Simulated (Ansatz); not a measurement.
# Ir: the cost of one run

Program: Ansatz 0.2.0. Level of theory: DFT PBE, scalar-relativistic, plane waves, PAW. These are calculated values, not measurements.

The COD entry's cell or inner coordinates are ideal or old and differ from later refinements, so a difference from it is no clean test against experiment.

3 further runs of the same task are left out: 3 set aside as unsound or not needed.

## 1. The structure to begin with

The structure is cubic, space group Fm-3m (No. 225). The conventional cell has a = 3.871 Å, b = 3.871 Å, c = 3.871 Å, α = 90.00°, β = 90.00°, γ = 90.00°. Ir (site symmetry m-3m) is surrounded by 12 Ir at 2.74 Å.

Coordinates:

```cif
data_structure
_symmetry_space_group_name_H-M 'Fm-3m'
_symmetry_Int_Tables_number 225
_cell_length_a 3.8707
_cell_length_b 3.8707
_cell_length_c 3.8707
_cell_angle_alpha 90.000
_cell_angle_beta 90.000
_cell_angle_gamma 90.000
_cell_volume 57.99
loop_
_atom_site_label
_atom_site_type_symbol
_atom_site_symmetry_multiplicity
_atom_site_Wyckoff_symbol
_atom_site_fract_x
_atom_site_fract_y
_atom_site_fract_z
_atom_site_occupancy
Ir1 Ir 4 a 0.00000 0.00000 0.00000 1
```

It is the result of an earlier relaxation at this level (volume 14.50 Å³/atom; gap on the mesh: none (metal)).

## 2. The [111] wire, 21 host atoms a period

The wire is cut from the relaxed crystal, periodic along c with vacuum across. Atoms and period relax; energies count from the bulk, -11935.3107 eV an atom.

The cell holds 21 Ir: a = 16.100 Å, b = 14.800 Å, c = 6.704 Å, α = 90.00°, β = 90.00°, γ = 90.00°.

## 3. The relaxation run

Pressure and volume refer to the whole cell with its vacuum; only the period along c may change.

File input.yaml:

```yaml
crystal:
  lattice:
    - [16.1, 0.0, 0.0]
    - [0.0, 14.8, 0.0]
    - [0.0, 0.0, 6.7041814719]
  atoms:
    - { symbol: Ir, position: [0.3773143845, 0.3150695524, 0.0] }
    - { symbol: Ir, position: [0.3773143845, 0.6849304476, 0.0] }
    - { symbol: Ir, position: [0.2791658922, 0.5, 0.3333333333] }
    - { symbol: Ir, position: [0.6717598616, 0.5, 0.0] }
    - { symbol: Ir, position: [0.5736113693, 0.3150695524, 0.3333333333] }
    - { symbol: Ir, position: [0.5736113693, 0.6849304476, 0.3333333333] }
    - { symbol: Ir, position: [0.4754628769, 0.5, 0.6666666667] }
    - { symbol: Ir, position: [0.3773143845, 0.5, 0.0] }
    - { symbol: Ir, position: [0.5736113693, 0.5, 0.3333333333] }
    - { symbol: Ir, position: [0.4754628769, 0.3150695524, 0.6666666667] }
    - { symbol: Ir, position: [0.4754628769, 0.6849304476, 0.6666666667] }
    - { symbol: Ir, position: [0.5245371231, 0.4075347762, 0.0] }
    - { symbol: Ir, position: [0.4263886307, 0.5924652238, 0.3333333333] }
    - { symbol: Ir, position: [0.3282401384, 0.4075347762, 0.6666666667] }
    - { symbol: Ir, position: [0.7208341078, 0.4075347762, 0.3333333333] }
    - { symbol: Ir, position: [0.6226856155, 0.5924652238, 0.6666666667] }
    - { symbol: Ir, position: [0.5245371231, 0.5924652238, 0.0] }
    - { symbol: Ir, position: [0.4263886307, 0.4075347762, 0.3333333333] }
    - { symbol: Ir, position: [0.3282401384, 0.5924652238, 0.6666666667] }
    - { symbol: Ir, position: [0.7208341078, 0.5924652238, 0.3333333333] }
    - { symbol: Ir, position: [0.6226856155, 0.4075347762, 0.6666666667] }
basis:
  ecutwfc: 420
kpoints:
  mp_grid: { grid: [1, 1, 8] }
hamiltonian:
  xc: pbe
scf:
  occupations: { method: gaussian, width: 0.05 }
output:
  forces: true
  stress: true
  eigenvalues: true
  populations: true
  write_density: true
  write_potential: true
  elf: true
  volumetric_format: npy
relax:
  adjacent_minimum: "off"
  f_tol: 0.02
  max_steps: 45
  cell: { fix: [a, b, alpha, beta, gamma], stress_tol: 0.03 }
```

On the command line:

```console
$ ansatz run input.yaml --threads 4 --pin off --max-ram 11264MiB --backend cpu --events-out ev --progress --plain --runs-dir out
```

**Question.** How long does this run take on 4 threads of Intel Xeon at 2.50GHz (Skylake/Cascade Lake), shared host, and how much memory does it need?

About 45 min, with a peak of 5.3 GiB.
